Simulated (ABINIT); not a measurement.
# PtS2 (P-3m1) in ABINIT: further runs

Aim: see how the results for PtS2 move with the level of theory and the settings. Levels: WC, LDA-PZ, rPW86PBE. Tasks: band structure.

Program: ABINIT 10.8.3 (patched build). These are calculated values, not measurements. Logs are shortened: lines on timing, memory, paths and dates and some standing lists are left out, and cuts for length are marked. The log counts tension as positive stress, the text compression.

## 1. The crystal as given

Symmetry: P-3m1, No. 164, trigonal system. The conventional cell has a = 3.543 Å, b = 3.543 Å, c = 5.039 Å, α = 90.00°, β = 90.00°, γ = 120.00°. Pt (site symmetry -3m) has 6 S at 2.34 Å as nearest neighbours. S (site symmetry 3m) has 3 Pt at 2.34 Å as nearest neighbours.

## 2. Band structure, WC

The input, run.abi:

```
# Datasets: ground state, then fixed potential
ndtset 2

# Pseudopotentials
pp_dirpath "./"
pseudos "Pt.GGA_PBE-JTH.xml, S.GGA_PBE-JTH.xml"

# Structure
acell 3*1.0 Angstrom
rprim
     3.5432000000     0.0000000000     0.0000000000
    -1.7716000000     3.0685012107     0.0000000000
     0.0000000000     0.0000000000     5.0388000000
ntypat 2
znucl 78 16
natom 3
typat 1 2 2
xcart
     0.0000000000     0.0000000000     0.0000000000
     1.7716000002     1.0228337368     3.8949924000
    -0.0000000002     2.0456674739     1.1438076000 Angstrom

# Plane-wave basis
ecut 544.227725 eV
pawecutdg 40.0

# Exchange and correlation
ixc 23

# Bands and occupations
occopt 3
tsmear 0.00183747

# SCF cycle
nstep 100

# Output
iomode 3
prtwf 0
prteig 0
prtebands 0
enunit 1
prtden1 1

# Dataset 1
kptopt1 1
ngkpt1 9 9 5
nshiftk1 1
shiftk1 0.0 0.0 0.0
nband1 15
tolvrs1 1.0e-9

# Dataset 2: bands along G-M-K-G-A-L-H-A
iscf2 -2
getden2 1
nband2 21
nbdbuf2 4
tolwfr2 1.0e-11
kptopt2 -7
ndivsm2 8
prteig2 1
prtvol2 -3
kptbounds2
     0.0000000000     0.0000000000     0.0000000000
     0.5000000000     0.0000000000     0.0000000000
     0.3333333333     0.3333333333     0.0000000000
     0.0000000000     0.0000000000     0.0000000000
     0.0000000000     0.0000000000     0.5000000000
     0.5000000000     0.0000000000     0.5000000000
     0.3333333333     0.3333333333     0.5000000000
     0.0000000000     0.0000000000     0.5000000000
```

Potentials or basis: JTH PAW PBE v2.0.

Run with:

```bash
$ abinit run.abi > log 2>&1
```

run.abo:

```text
.Version 10.8.3 of ABINIT
 DATASET    1 : space group P-3 m 1 (#164); Bravais hP (primitive hexag.)
================================================================================
 Values of the parameters that define the memory need for DATASET  1.
     intxc =       0    ionmov =       0      iscf =      17    lmnmax =      18
     lnmax =       6     mgfft =      40  mpssoang =       3    mqgrid =    3001
     natom =       3  nloc_mem =       2    nspden =       1   nspinor =       1
    nsppol =       1      nsym =      12    n1xccc =       1    ntypat =       2
    occopt =       3   xclevel =       2
       mpw =        1597          nfft =       36000          nkpt =          50
 PAW method is used; the additional fine FFT grid is defined by:
   mgfftf=        60    nfftf =     96000
================================================================================
================================================================================

 DATASET    2 : space group P-3 m 1 (#164); Bravais hP (primitive hexag.)
================================================================================
 Values of the parameters that define the memory need for DATASET  2.
     intxc =       0    ionmov =       0      iscf =      -2    lmnmax =      18
     lnmax =       6     mgfft =      40  mpssoang =       3    mqgrid =    3001
     natom =       3  nloc_mem =       2    nspden =       1   nspinor =       1
    nsppol =       1      nsym =      12    n1xccc =       1    ntypat =       2
    occopt =       3   xclevel =       2
       mpw =        1598          nfft =       36000          nkpt =          85
 PAW method is used; the additional fine FFT grid is defined by:
   mgfftf=        60    nfftf =     96000
================================================================================
================================================================================

--------------------------------------------------------------------------------
------------- Echo of variables that govern the present computation ------------
--------------------------------------------------------------------------------
 -outvars: echo values of preprocessed input variables --------
            acell      1.8897261259E+00  1.8897261259E+00  1.8897261259E+00 Bohr
              amu      1.95080000E+02  3.20660000E+01
             ecut      2.00000000E+01 Hartree
           enunit           1
           getden1          0
           getden2          1
             iscf1         17
             iscf2         -2
              ixc          23
           jdtset        1    2
           kptopt1          1
           kptopt2         -7
         kptrlatt        9    0    0      0    9    0      0    0    5
          kptrlen1     4.76097600E+01
          kptrlen2     3.00000000E+01
            natom           3
            nband1         15
            nband2         21
           nbdbuf1          0
           nbdbuf2          4
           ndtset           2
           ndivsm1          0
           ndivsm2          8
            ngfft          30      30      40
          ngfftdg          40      40      60
             nkpt1         50
             nkpt2         85
            nstep         100
             nsym          12
           ntypat           2
           occopt           3
        pawecutdg      4.00000000E+01 Hartree
         pawxcdev           0
        prtebands           0
           prteig1          0
           prteig2          1
           prtvol1          0
           prtvol2         -3
            prtwf           0
            rprim      3.5432000000E+00  0.0000000000E+00  0.0000000000E+00
                      -1.7716000000E+00  3.0685012107E+00  0.0000000000E+00
                       0.0000000000E+00  0.0000000000E+00  5.0388000000E+00
           shiftk1     0.00000000E+00  0.00000000E+00  0.00000000E+00
           shiftk2     5.00000000E-01  5.00000000E-01  5.00000000E-01
          spgroup         164
           tolvrs1     1.00000000E-09
           tolvrs2     0.00000000E+00
           tolwfr1     0.00000000E+00
           tolwfr2     1.00000000E-11
           tsmear      1.83747000E-03 Hartree
            typat      1  2  2
           useylm           1
           xangst      0.0000000000E+00  0.0000000000E+00  0.0000000000E+00
                       1.7716000000E+00  1.0228337369E+00  3.8949924000E+00
                      -6.5562370348E-17  2.0456674738E+00  1.1438076000E+00
            xcart      0.0000000000E+00  0.0000000000E+00  0.0000000000E+00
[... 255 lines left out ...]
 R(3)=  0.0000000  0.0000000  9.5219520  G(3)=  0.0000000  0.0000000  0.1050205
 Unit cell volume ucvol=  3.6969680E+02 bohr^3
 Angles (23,13,12)=  9.00000000E+01  9.00000000E+01  1.20000000E+02 degrees

 Coarse grid specifications (used for wave-functions):

 getcut: wavevector=  0.0000  0.0000  0.0000  ngfft=  30  30  40
         ecut(hartree)=     20.000   => boxcut(ratio)=   2.08667

 Fine grid specifications (used for densities):

 getcut: wavevector=  0.0000  0.0000  0.0000  ngfft=  40  40  60
         ecut(hartree)=     40.000   => boxcut(ratio)=   2.09831
--------------------------------------------------------------------------------

================================================================================
 Non-SCF case, kpt    1 (  0.00000  0.00000  0.00000), residuals and eigenvalues=
  7.85E-12  5.52E-12  3.86E-12  5.81E-12  8.19E-12  6.42E-12  5.00E-12  6.22E-12
  5.24E-12  9.64E-12  9.01E-12  7.11E-12  6.21E-12  6.13E-12  6.71E-12  6.86E-12
  9.60E-12  1.84E-06  1.91E-06  6.05E-04  4.27E-06
 -3.3142E-01 -2.1056E-01 -1.7967E-02 -1.7967E-02 -1.3544E-02  9.4487E-02
  9.4487E-02  1.7549E-01  2.0123E-01  2.0123E-01  2.3875E-01  3.3067E-01
  3.3067E-01  4.1321E-01  4.4592E-01  5.2884E-01  5.2884E-01  6.7771E-01
  7.0393E-01  7.0673E-01  7.3538E-01
 Non-SCF case, kpt    2 (  0.03571  0.00000  0.00000), residuals and eigenvalues=
  8.48E-12  8.71E-12  6.30E-12  8.50E-12  5.92E-12  8.46E-12  8.45E-12  8.39E-12
  4.35E-12  7.63E-12  8.30E-12  4.03E-12  9.32E-12  4.37E-12  6.39E-12  7.26E-12
[... 655 lines left out ...]
  6.22E-12  7.21E-12  5.74E-12  9.52E-12  3.44E-12  7.18E-12  9.20E-12  6.33E-12
  4.47E-12  6.51E-12  3.63E-09  2.34E-09  9.39E-10
 -3.2044E-01 -2.3660E-01 -1.7393E-02 -1.6788E-02  3.4518E-02  9.2662E-02
  9.3014E-02  1.5126E-01  1.8631E-01  1.9477E-01  2.1516E-01  3.4387E-01
  3.4657E-01  4.4229E-01  5.0359E-01  5.1925E-01  5.1932E-01  5.8384E-01
  6.4881E-01  6.5126E-01  6.8788E-01
 Non-SCF case, kpt   85 (  0.00000  0.00000  0.50000), residuals and eigenvalues=
  8.61E-12  8.83E-12  4.46E-12  7.95E-12  4.49E-12  9.28E-12  4.31E-12  6.87E-12
  4.53E-12  9.13E-12  4.07E-12  4.33E-12  8.46E-12  6.53E-12  6.86E-12  5.47E-12
  5.03E-12  2.71E-11  5.44E-10  4.05E-09  5.23E-09
 -3.2109E-01 -2.3647E-01 -1.7227E-02 -1.7227E-02  3.4106E-02  9.3635E-02
  9.3635E-02  1.4968E-01  1.9427E-01  1.9427E-01  2.0824E-01  3.4819E-01
  3.4819E-01  4.3892E-01  5.0637E-01  5.1669E-01  5.1669E-01  5.8684E-01
  6.4900E-01  6.4900E-01  6.8634E-01

--- !ResultsGS
iteration_state: {dtset: 2, }
comment   : Summary of ground state results
lattice_vectors:
- [  6.6956776,   0.0000000,   0.0000000, ]
- [ -3.3478388,   5.7986269,   0.0000000, ]
- [  0.0000000,   0.0000000,   9.5219520, ]
lattice_lengths: [   6.69568,    6.69568,    9.52195, ]
lattice_angles: [ 90.000,  90.000, 120.000, ] # degrees, (23, 13, 12)
lattice_volume:   3.6969680E+02
convergence: {deltae:  0.000E+00, res2:  0.000E+00, residm:  9.992E-12, diffor:  0.000E+00, }
etotal    :  -4.77420891E+01
entropy   :   0.00000000E+00
fermie    :   2.58963327E-01
cartesian_stress_tensor: null
pressure_GPa: null
xred      :
- [  0.0000E+00,   0.0000E+00,   0.0000E+00, Pt]
- [  6.6667E-01,   3.3333E-01,   7.7300E-01,  S]
- [  3.3333E-01,   6.6667E-01,   2.2700E-01,  S]
cartesian_forces: null
force_length_stats: {min: null, max: null, mean: null, }
...

 Integrated electronic density in atomic spheres:
 ------------------------------------------------
 Atom  Sphere_radius  Integrated_density
    1        2.51622          8.89838663
    2        1.90380          3.56793691
    3        1.90380          3.56793691

================================================================================

 ----iterations are completed or convergence reached----

 Mean square residual over all n,k,spin=   68.466E-13; max=  99.917E-13
 reduced coordinates (array xred) for    3 atoms
       0.000000000000      0.000000000000      0.000000000000
       0.666666666667      0.333333333333      0.773000000000
       0.333333333333      0.666666666667      0.227000000000

 cartesian coordinates (angstrom) at end:
    1      0.00000000000000     0.00000000000000     0.00000000000000
    2      1.77160000000000     1.02283373690000     3.89499240000000
    3     -0.00000000000000     2.04566747380000     1.14380760000000
 length scales=  1.889726125908  1.889726125908  1.889726125908 bohr
              =  1.000000000000  1.000000000000  1.000000000000 angstroms
 Eigenvalues (   eV  ) for nkpt=  85  k points:
 kpt#   1, nband= 21, wtk=  1.00000, kpt=  0.0000  0.0000  0.0000 (reduced coord)
  -9.01846   -5.72960   -0.48890   -0.48890   -0.36854    2.57113    2.57113    4.77532
   5.47575    5.47575    6.49682    8.99800    8.99800   11.24408   12.13421   14.39047
  14.39047   18.44140   19.15494   19.23119   20.01083
 kpt#   2, nband= 21, wtk=  1.00000, kpt=  0.0357  0.0000  0.0000 (reduced coord)
  -9.00102   -5.74136   -0.47687   -0.47392   -0.35140    2.54712    2.55679    4.71658
   5.47277    5.47853    6.51180    8.89880    8.98158   11.36186   12.20596   14.33929
  14.44830   18.35665   18.96511   19.00447   19.68390
 kpt#   3, nband= 21, wtk=  1.00000, kpt=  0.0714  0.0000  0.0000 (reduced coord)
  -8.94901   -5.77577   -0.44128   -0.43071   -0.29953    2.47405    2.51613    4.55572
   5.46052    5.48245    6.54837    8.66006    8.93816   11.64914   12.41141   14.21158
  14.61365   18.00934   18.64094   18.69554   19.19591
 kpt#   4, nband= 21, wtk=  1.00000, kpt=  0.1071  0.0000  0.0000 (reduced coord)
  -8.86340   -5.83034   -0.38353   -0.36408   -0.21145    2.34864    2.45609    4.32977
   5.43350    5.47583    6.57930    8.38406    8.88429   11.98482   12.71648   14.08255
  14.87099   17.48508   18.21072   18.29516   18.97018
 kpt#   5, nband= 21, wtk=  1.00000, kpt=  0.1429  0.0000  0.0000 (reduced coord)
[... 309 lines left out ...]
   4.42885    5.38785    6.29609    8.66608    9.11156   12.55901   13.36446   14.51679
  14.58033   15.50338   17.57193   17.99471   18.82946
 kpt#  83, nband= 21, wtk=  1.00000, kpt=  0.0417  0.0417  0.5000 (reduced coord)
  -8.66670   -6.44895   -0.48478   -0.42161    0.97181    2.44678    2.47841    4.23959
   4.73178    5.33722    6.10805    9.05678    9.30343   12.26475   13.54378   14.29030
  14.32860   15.69369   17.63134   17.85996   18.79815
 kpt#  84, nband= 21, wtk=  1.00000, kpt=  0.0208  0.0208  0.5000 (reduced coord)
  -8.71953   -6.43824   -0.47328   -0.45682    0.93928    2.52145    2.53103    4.11603
   5.06984    5.30005    5.85480    9.35717    9.43065   12.03530   13.70330   14.12958
  14.13132   15.88702   17.65491   17.72175   18.71813
 kpt#  85, nband= 21, wtk=  1.00000, kpt=  0.0000  0.0000  0.5000 (reduced coord)
  -8.73727   -6.43462   -0.46878   -0.46878    0.92808    2.54793    2.54793    4.07301
   5.28642    5.28642    5.66661    9.47486    9.47486   11.94350   13.77914   14.05981
  14.05981   15.96861   17.66009   17.66009   18.67627

== END DATASET(S) ==============================================================
================================================================================

 -outvars: echo values of variables after computation  --------
            acell      1.8897261259E+00  1.8897261259E+00  1.8897261259E+00 Bohr
           etotal1    -4.7742089069E+01
            fcart1    -1.3404892829E-29  5.4175229384E-29 -0.0000000000E+00
                       2.6809785658E-29 -1.5478636967E-29 -2.2838256425E-02
                      -1.3404892829E-29 -3.8696592417E-29  2.2838256425E-02
            rprim      3.5432000000E+00  0.0000000000E+00  0.0000000000E+00
                      -1.7716000000E+00  3.0685012107E+00  0.0000000000E+00
                       0.0000000000E+00  0.0000000000E+00  5.0388000000E+00
           strten1    -2.8908814659E-04 -2.8908814664E-04 -2.3655439589E-04
                       0.0000000000E+00  0.0000000000E+00  0.0000000000E+00
           xangst      0.0000000000E+00  0.0000000000E+00  0.0000000000E+00
                       1.7716000000E+00  1.0228337369E+00  3.8949924000E+00
                      -6.5562370348E-17  2.0456674738E+00  1.1438076000E+00
             xred      0.0000000000E+00  0.0000000000E+00  0.0000000000E+00
                       6.6666666667E-01  3.3333333333E-01  7.7300000000E-01
                       3.3333333333E-01  6.6666666667E-01  2.2700000000E-01
 Calculation completed.
```

Wall time 3.2 min (1 thread of Intel Xeon at 2.70GHz, shared host); peak memory 0.15 GiB.

What came out:

```
Free energy                                           : -1299.1284 eV
Pressure                                              : 8.0 GPa
Largest force                                         : 1.174 eV/Å
Band gap on the k mesh                                : 0.92 eV, indirect (least direct gap 0.96 eV)
Band gap along the path                               : 0.91 eV, indirect (least direct gap 1.48 eV)
Valence electrons inside the program's atomic spheres : Pt 8.90; S 3.57
```

Forces on the atoms (eV/Å):
```
Pt   0.000  0.000  0.000
S    0.000  0.000 -1.174
S    0.000  0.000  1.174
```

Levels at the corners of the path, in eV from the valence-band top:
```
point  band 9  band 10  band 11  band 12  band 13  band 14
    Γ   -1.12    -1.12    -0.09     2.41     2.41     4.65
    M   -3.27    -3.02    -2.38     1.70     2.80     5.40
    K   -2.71    -1.51    -1.51     0.96     0.96     5.57
    Γ   -1.12    -1.12    -0.09     2.41     2.41     4.65
    A   -1.30    -1.30    -0.92     2.88     2.88     5.35
    L   -3.11    -2.76    -1.36     2.04     2.28     5.26
    H   -3.57    -1.91    -1.91     2.18     2.18     7.19
    A   -1.30    -1.30    -0.92     2.88     2.88     5.35
```

Caveat: the PAW data sets were made with another functional, which shifts forces and pressure a little; spin-orbit coupling is left out, which moves the levels of the heavy elements.

## 3. Band structure, LDA-PZ

The input, run.abi:

```
ndtset 2

pp_dirpath "./"
pseudos "Pt.LDA_PW-JTH.xml, S.LDA_PW-JTH.xml"

acell 6.6956776048 6.6956776048 9.5219519968
rprim
     1.0000000000     0.0000000000     0.0000000000
    -0.5000000000     0.8660254038     0.0000000000
     0.0000000000     0.0000000000     1.0000000000
ntypat 2
znucl 78 16
natom 3
typat 1 2 2
xred
     0.0000000000     0.0000000000     0.0000000000
     0.6666666667     0.3333333333     0.7730000000
     0.3333333333     0.6666666667     0.2270000000

ecut 20.0
pawecutdg 40.0

ixc 2

occopt 3
tsmear 0.05 eV

nstep 100

iomode 3
prtwf 0
prteig 0
prtebands 0
enunit 1
prtden1 1
prtvha1 1
prtvclmb1 1
prtpot1 1

kptopt1 1
ngkpt1 9 9 5
nshiftk1 1
shiftk1 0.0 0.0 0.0
nband1 15
tolvrs1 1.0e-9

iscf2 -2
getden2 1
nband2 21
nbdbuf2 4
tolwfr2 1.0e-11
kptopt2 -7
ndivsm2 5
prteig2 1
prtvol2 -3
kptbounds2
     0.0000000000     0.0000000000     0.0000000000
     0.5000000000     0.0000000000     0.0000000000
     0.3333333333     0.3333333333     0.0000000000
     0.0000000000     0.0000000000     0.0000000000
     0.0000000000     0.0000000000     0.5000000000
     0.5000000000     0.0000000000     0.5000000000
     0.3333333333     0.3333333333     0.5000000000
     0.0000000000     0.0000000000     0.5000000000
```

Potentials or basis: JTH PAW LDA v2.0.

Run with:

```bash
$ abinit run.abi > log 2>&1
```

Run time: 2.8 min. Hardware: 1 thread of Intel Xeon at 2.70GHz, shared host; peak memory 0.13 GiB.

It converged, with:

* Free energy: -1305.2558 eV
* Pressure: 4.1 GPa
* Largest force: 0.893 eV/Å
* Band gap on the k mesh: 0.88 eV, indirect (least direct gap 0.92 eV)
* Band gap along the path: 0.89 eV, indirect (least direct gap 1.45 eV)
* Valence electrons inside the program's atomic spheres: Pt 8.91; S 3.56

Forces in eV/Å, atoms in the order of the input:
```
Pt   0.000  0.000  0.000
S    0.000  0.000 -0.893
S    0.000  0.000  0.893
```

Stress tensor (GPa, compression positive):
```
4.30 0.00 0.00
0.00 4.30 0.00
0.00 0.00 3.64
```

Levels at the corners of the path, in eV from the valence-band top:
```
point  band 8  band 9  band 10  band 11  band 12  band 13  band 14  band 15
    Γ   -1.81   -1.12    -1.12    -0.10     2.39     2.39     4.62     5.44
    M   -3.36   -3.27    -3.03    -2.38     1.67     2.79     5.35     6.35
    K   -3.70   -2.71    -1.50    -1.50     0.93     0.93     5.50     7.88
    Γ   -1.81   -1.12    -1.12    -0.10     2.39     2.39     4.62     5.44
    A   -2.55   -1.31    -1.31    -0.91     2.87     2.87     5.32     7.11
    L   -3.30   -3.11    -2.77    -1.35     2.02     2.26     5.20     5.34
    H   -3.63   -3.57    -1.91    -1.91     2.17     2.17     7.13     7.69
    A   -2.55   -1.31    -1.31    -0.91     2.87     2.87     5.32     7.11
```

Caveat: spin-orbit coupling is left out, which moves the levels of the heavy elements.

[end of part 1 of 2]
